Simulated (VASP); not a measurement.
The system is PbS.

```
Pb S
1.0
     2.11266    1.21975    3.45192
    -2.11266    1.21975    3.45192
     0.00000   -2.43949    3.45192
Pb S
1 1
Direct
  0.98057 0.98057 0.98057
  0.47504 0.47504 0.47504
```

The cell is a database's computed one.

Base run:

* Program: VASP 6.6.1
* Functional: LDA
* Potentials or basis: VASP PAW LDA potentials, release 64 (Pb_d, S)
* Cutoff: 520 eV
* k mesh: 5 × 5 × 5
* Occupations: gaussian, width 0.01 eV
* Spin: no spin polarisation

Its results: pressure -3.9 GPa; largest force 0.006 eV/Å.

The run is repeated on the same cell with these changes: functional from LDA to BLYP; potentials or basis from VASP PAW LDA potentials, release 64 (Pb_d, S) to VASP PAW PBE potentials, release 64 (Pb_d, S). What comes out?

Pressure 4.3 GPa; largest force 0.025 eV/Å.

Caveats: the PAW data sets were made with another functional, which shifts forces and pressure a little (some runs).
